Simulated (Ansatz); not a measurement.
**Li started on a Cl site and Cl started on a Li site in rocksalt LiCl, 64 atoms, charge 0**

Wanted: geometry, formation energy and gap levels of the defect, compared across PBEsol, HSE06 and r²SCAN.

Method: density functional theory in Ansatz 0.2.0, PAW datasets, plane waves.

### Step 1. The starting cell

64 atoms (32 Cl, 32 Li); a = 10.133 Å, b = 10.133 Å, c = 10.133 Å, α = 90.00°, β = 90.00°, γ = 90.00°. All atoms were shaken off their sites by about 0.02 Å along each axis. Defect site 1: (0.250, 0.500, 0.500). Defect site 2: (0.000, 0.250, 0.250).

The runs, in order: (2) PBEsol relaxation at the single k point (¼, ¼, ¼), on 7 threads of Arm Neoverse-V2; (3) HSE06 single point at the single k point (¼, ¼, ¼), on 7 threads of Arm Neoverse-V2; (4) r²SCAN single point at the single k point (¼, ¼, ¼), on 7 threads of Arm Neoverse-V2.

### Step 2. Relaxation of the positions (PBEsol)

in.yaml

```yaml
crystal:
  lattice:
    - [10.132709, 0.000000, 0.000000]
    - [0.000000, 10.132709, 0.000000]
    - [0.000000, 0.000000, 10.132709]
  atoms:
    - { symbol: Cl, position: [0.247104, 0.000071, 0.001088] }
    - { symbol: Cl, position: [0.249856, 0.996597, 0.498603] }
    - { symbol: Cl, position: [0.249909, 0.493994, 0.003124] }
    - { symbol: Cl, position: [0.747429, 0.997112, 0.998871] }
    - { symbol: Cl, position: [0.745199, 0.000632, 0.501181] }
    - { symbol: Cl, position: [0.748061, 0.501830, 0.000899] }
    - { symbol: Cl, position: [0.753125, 0.504468, 0.500412] }
    - { symbol: Cl, position: [0.996726, 0.251348, 0.001381] }
    - { symbol: Cl, position: [0.000830, 0.247735, 0.496377] }
    - { symbol: Cl, position: [0.997782, 0.747486, 0.998515] }
    - { symbol: Cl, position: [0.999757, 0.748550, 0.495489] }
    - { symbol: Cl, position: [0.500044, 0.253646, 0.003135] }
    - { symbol: Cl, position: [0.498344, 0.250678, 0.501144] }
    - { symbol: Cl, position: [0.501487, 0.746872, 0.001800] }
    - { symbol: Cl, position: [0.500354, 0.751258, 0.499641] }
    - { symbol: Cl, position: [0.998941, 0.003012, 0.252134] }
    - { symbol: Cl, position: [0.002248, 0.997178, 0.748364] }
    - { symbol: Cl, position: [0.997035, 0.500761, 0.247608] }
    - { symbol: Cl, position: [0.999864, 0.496556, 0.749385] }
    - { symbol: Cl, position: [0.503655, 0.997782, 0.249207] }
    - { symbol: Cl, position: [0.501015, 0.003583, 0.747455] }
    - { symbol: Cl, position: [0.498771, 0.500818, 0.247993] }
    - { symbol: Cl, position: [0.495472, 0.501282, 0.751748] }
    - { symbol: Cl, position: [0.251107, 0.249643, 0.251404] }
    - { symbol: Cl, position: [0.252506, 0.250198, 0.751407] }
    - { symbol: Cl, position: [0.249440, 0.749393, 0.247255] }
    - { symbol: Cl, position: [0.250119, 0.746197, 0.752507] }
    - { symbol: Cl, position: [0.747687, 0.249087, 0.252379] }
    - { symbol: Cl, position: [0.750268, 0.249937, 0.750418] }
    - { symbol: Cl, position: [0.747757, 0.749577, 0.248064] }
    - { symbol: Cl, position: [0.750241, 0.748097, 0.747740] }
    - { symbol: Cl, position: [0.997354, 0.251680, 0.250699] }
    - { symbol: Li, position: [0.248794, 0.498424, 0.501946] }
    - { symbol: Li, position: [0.997502, 0.999623, 0.003243] }
    - { symbol: Li, position: [0.997873, 0.998362, 0.498859] }
    - { symbol: Li, position: [0.002137, 0.496518, 0.001081] }
    - { symbol: Li, position: [0.997426, 0.499935, 0.497959] }
    - { symbol: Li, position: [0.496540, 0.998265, 0.006332] }
    - { symbol: Li, position: [0.503945, 0.000044, 0.501634] }
    - { symbol: Li, position: [0.499285, 0.496712, 0.999855] }
    - { symbol: Li, position: [0.499821, 0.502617, 0.498495] }
    - { symbol: Li, position: [0.253524, 0.253240, 0.000014] }
    - { symbol: Li, position: [0.254932, 0.248565, 0.497600] }
    - { symbol: Li, position: [0.249816, 0.747443, 0.000975] }
    - { symbol: Li, position: [0.252161, 0.748898, 0.501825] }
    - { symbol: Li, position: [0.749513, 0.250910, 0.002867] }
    - { symbol: Li, position: [0.749264, 0.249225, 0.499436] }
    - { symbol: Li, position: [0.745348, 0.752258, 0.996882] }
    - { symbol: Li, position: [0.748183, 0.750420, 0.499561] }
    - { symbol: Li, position: [0.249858, 0.996927, 0.248798] }
    - { symbol: Li, position: [0.248136, 0.999897, 0.748403] }
    - { symbol: Li, position: [0.253428, 0.500320, 0.250854] }
    - { symbol: Li, position: [0.249017, 0.498785, 0.748574] }
    - { symbol: Li, position: [0.750392, 0.000701, 0.250290] }
    - { symbol: Li, position: [0.748935, 0.003105, 0.749583] }
    - { symbol: Li, position: [0.748614, 0.499078, 0.249376] }
    - { symbol: Li, position: [0.749283, 0.498013, 0.749168] }
    - { symbol: Li, position: [0.998701, 0.251934, 0.750181] }
    - { symbol: Li, position: [0.999480, 0.750061, 0.248512] }
    - { symbol: Li, position: [0.997063, 0.748380, 0.750374] }
    - { symbol: Li, position: [0.499081, 0.250404, 0.251564] }
    - { symbol: Li, position: [0.500029, 0.251044, 0.751096] }
    - { symbol: Li, position: [0.501686, 0.749943, 0.253223] }
    - { symbol: Li, position: [0.501676, 0.751947, 0.753285] }
  symmetry: { detect: false }
kpoints:
  mp_grid: { grid: [1, 1, 1], shift: [0.25, 0.25, 0.25] }
hamiltonian:
  xc: pbesol
scf:
  occupations: { method: fermi_dirac, width: 0.01 }
relax:
  f_tol: 0.03
  max_steps: 80
  escape_saddle: false
  adjacent_minimum: "off"
output:
  forces: true
  eigenvalues: true
  populations: true
```

Run with:

```
$ ansatz run in.yaml --threads 7 --pin off --max-ram 13300MiB --runs-dir r --events-out ev --progress --plain
```

After this run come: HSE06 on the final geometry; Single point with r²SCAN.

Before running it: what results should come out? Wanted: for each run, formation energy; host gap; top filled to lowest empty.

As calculated:

```
             level                     time  formation energy (eV)  host gap (eV)  top filled to lowest empty (eV)
PBEsol, relaxation    3 min (7 CPU threads)                   4.29           6.34                             4.17
             HSE06  3.1 min (7 CPU threads)                   4.53           7.95                             5.45
            r²SCAN     35 s (7 CPU threads)                   4.94           7.46                             4.53
```

```
     quantity                              value
   relaxation  27 recorded steps, 9.21 eV gained
largest shift                      4.31 Å (Li33)
```

**What this shows.** Relaxation gains 9.21 eV, with shifts up to 4.31 Å (Li33). The formation energy goes from 4.29 eV (PBEsol) to 4.94 eV (r²SCAN). The reservoirs are the elements' reference phases; where the defect changes the composition, the value depends on that choice. r²SCAN puts 5 localised levels over 0.1 eV inside the gap, at 0.49 (filled), 1.33 (filled), 1.38 (filled), 1.38 (filled) eV (the lowest four), the tightest of them shared by about 4 atoms. Exact exchange costs time: HSE06 ran about 5.3 times as long as r²SCAN on the same kind of device. The host's edges were read at Γ, so band-like levels at this k point need not coincide with them. One k point and a cell of this size can leave errors of several tenths of an eV.
